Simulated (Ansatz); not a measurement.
# Be: the cost of one run

Program: Ansatz 0.2.0. Level of theory: DFT PBEsol, plane waves, PAW, scalar-relativistic, no spin polarisation. These are calculated values, not measurements.

### 1 The system as given

The cell holds 28 atoms (Be28): a = 6.870 Å, b = 6.870 Å, c = 16.588 Å, α = 90.00°, β = 90.00°, γ = 60.00°.

The coordinates stand in the first input below.

### 2 End point A

The input, input.yaml:

```yaml
crystal:
  lattice:
    - [6.87, 0.0, 0.0]
    - [3.435, 5.949595, 0.0]
    - [0.0, 0.0, 16.58843]
  atoms:
    - { symbol: Be, position: [0.0, 0.0, 0.060283] }
    - { symbol: Be, position: [0.3333333, 0.0, 0.060283] }
    - { symbol: Be, position: [0.6666667, 0.0, 0.060283] }
    - { symbol: Be, position: [0.0, 0.3333333, 0.060283] }
    - { symbol: Be, position: [0.3333333, 0.3333333, 0.060283] }
    - { symbol: Be, position: [0.6666667, 0.3333333, 0.060283] }
    - { symbol: Be, position: [0.0, 0.6666667, 0.060283] }
    - { symbol: Be, position: [0.3333333, 0.6666667, 0.060283] }
    - { symbol: Be, position: [0.6666667, 0.6666667, 0.060283] }
    - { symbol: Be, position: [-0.1111111, 0.2222222, 0.1684436] }
    - { symbol: Be, position: [0.2222222, 0.2222222, 0.1684436] }
    - { symbol: Be, position: [0.5555556, 0.2222222, 0.1684436] }
    - { symbol: Be, position: [-0.1111111, 0.5555556, 0.1684436] }
    - { symbol: Be, position: [0.2222222, 0.5555556, 0.1684436] }
    - { symbol: Be, position: [0.5555556, 0.5555556, 0.1684436] }
    - { symbol: Be, position: [-0.1111111, 0.8888889, 0.1684436] }
    - { symbol: Be, position: [0.2222222, 0.8888889, 0.1684436] }
    - { symbol: Be, position: [0.5555556, 0.8888889, 0.1684436] }
    - { symbol: Be, position: [0.0, 0.0, 0.2766042] }
    - { symbol: Be, position: [0.3333333, 0.0, 0.2766042] }
    - { symbol: Be, position: [0.6666667, 0.0, 0.2766042] }
    - { symbol: Be, position: [0.0, 0.3333333, 0.2766042] }
    - { symbol: Be, position: [0.3333333, 0.3333333, 0.2766042] }
    - { symbol: Be, position: [0.6666667, 0.3333333, 0.2766042] }
    - { symbol: Be, position: [0.0, 0.6666667, 0.2766042] }
    - { symbol: Be, position: [0.3333333, 0.6666667, 0.2766042] }
    - { symbol: Be, position: [0.6666667, 0.6666667, 0.2766042] }
    - { symbol: Be, position: [0.8961984, 0.8765316, 0.3682344] }
basis:
  ecutwfc: 420.0
kpoints:
  mp_grid: { grid: [4, 4, 1] }
hamiltonian:
  xc: pbesol
scf:
  occupations: { method: gaussian, width: 0.05 }
  lower_state_search: "off"
relax:
  f_tol: 0.03
  max_steps: 60
  adjacent_minimum: "off"
  constraints: [{ sites: [0, 1, 2, 3, 4, 5, 6, 7, 8] }]
```

The run is started by

```
> ansatz run input.yaml --threads 2 --pin off --max-ram 5120MiB --backend cpu --events-out ev --progress --plain --runs-dir out
```

What time and memory should one allow on 2 threads of Arm Neoverse V1, shared host?

About 3.1 min, with a peak of 0.91 GiB.
